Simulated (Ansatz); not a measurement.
**Deforming BN**

```
B N
1.0
     0.00000    1.81235    1.81235
     1.81235    0.00000    1.81235
     1.81235    1.81235    0.00000
B N
1 1
Direct
  0.00000 0.00000 0.00000
  0.25000 0.25000 0.25000
```

Atoms are numbered in the order listed.

The conventional cell has a = 3.625 Å, b = 3.625 Å, c = 3.625 Å, α = 90.00°, β = 90.00°, γ = 90.00°. B (atom 1) is surrounded by 4 N at 1.57 Å. N (atom 2) is surrounded by 4 B at 1.57 Å.

The cell was built from the zincblende type and relaxed in the same program, and has space group F-43m; it needn't be a known or the stable phase.

Computed with DFT, PBE, PAW with Ansatz's default frozen-core files, scalar-relativistic (Ansatz 0.2.0).

Numerical set-up: a Γ-centred 16×16×16 k mesh, Fermi–Dirac smearing of 0.03 eV, cutoff 420 eV, no spin polarisation.

The unchanged cell is at -0.01 GPa, so energy changes include a term −P ΔV where the volume moves.

Semilocal functionals give too small gaps.

x, y and z are the Cartesian axes of the cell as listed; fractional coordinates follow a strain, and an engineering shear is twice the off-diagonal strain component.

Vzz stands for the principal value of largest size of the field-gradient tensor, whatever its axis.

Task: With this change (equal xy, yz and zx engineering shear strains of -1 %), what becomes of the energy and stress and forces and field gradients and gap?

Result: Energy change +2.5 meV/atom; stress change (xx, yy, zz, yz, xz, xy) 0.14, 0.14, 0.14, 4.47, 4.47, 4.47 GPa, compression positive; change of the force on N2 (0.020, 0.020, 0.020) eV/Å; Vzz in 10²¹ V/m²: B1 0 → -0.11 (η = 0.00), N2 0 → -0.32 (η = 0.00); gap on the k mesh 4.46 → 4.42 eV.

Task: With this change (x and y strained by -1.5 %, z held), what becomes of the energy and stress and field gradients and gap?

Result: Energy change +8.2 meV/atom; stress change (xx, yy, zz, yz, xz, xy) 15.10, 15.10, 5.41, 0.00, 0.00, 0.00 GPa, compression positive; Vzz in 10²¹ V/m²: B1 0 → -0.04 (η = 0.00), N2 0 → 0.26 (η = 0.00); gap on the k mesh 4.46 → 4.35 eV.

With atom 1 (B) moved by (0.1155, 0.1155, 0.1155) Å: energy change +311.8 meV/atom; stress change (xx, yy, zz, yz, xz, xy) 15.77, 15.77, 15.77, 12.44, 12.44, 12.44 GPa, compression positive; change of the force on B1 (-4.060, -4.060, -4.060) eV/Å; Vzz in 10²¹ V/m²: B1 0 → -1.50 (η = 0.00), N2 0 → 0.54 (η = 0.00); gap on the k mesh 4.46 → 3.17 eV.

Task: What force constant does this one finite step give for B1 along its displacement (all its periodic images move with it)?

Result: k = −ΔF·u/|u|² = 35.16 eV/Å², so the force pulls the atom back.
